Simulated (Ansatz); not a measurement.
# How far is this GaP from the hull?

The calculation used Ansatz 0.2.0, DFT PBE, scalar-relativistic, plane waves, PAW. All cells share a 420 eV cutoff and Γ-centred k meshes spaced at most about 0.3 Å⁻¹ (2π included). No spin polarisation.

Formation energies are uncorrected and refer to the elements' standard structures at the same level. The references include black phosphorus.

Temperature and zero-point effects are left out. The reference form of P is held partly by dispersion forces, which this level lacks.

The competitors are the elements and 1 reference phase of this chemical system (from databases or known types: GaP), relaxed at the same level; other known phases may be missing.

The candidate was reached from: 4-connected net, two elements alternating.

Space group Pm-3n (No. 223). a = 6.783 Å, b = 6.783 Å, c = 6.783 Å, α = 90.00°, β = 90.00°, γ = 90.00°
| atom | site | symmetry | x | y | z |
| --- | --- | --- | --- | --- | --- |
| Ga | 6d | -4m.2 | 0.7500 | 0.5000 | 0.0000 |
| P | 6c | -4m.2 | 0.5000 | 0.7500 | 0.0000 |

Problem. Is it stable, and against what?

Solution. Not the lowest form: another structure of the same formula lies lower. Its formation energy is -0.261 eV/atom. The lowest competing phase at this composition is this:

| phase | space group | source | share of atoms | ΔE_f (eV/atom) |
| --- | --- | --- | --- | --- |
| GaP | F-43m (No. 216) | Materials Project | 1.0000 | -0.432 |

The candidate lies 171 meV/atom above this phase (170 meV/atom from unrounded values). The candidate matches no cell in the subsets of the Crystallography Open Database and the Materials Project at hand. It is metastable at best. Whether it is a true minimum wasn't tested by phonons.
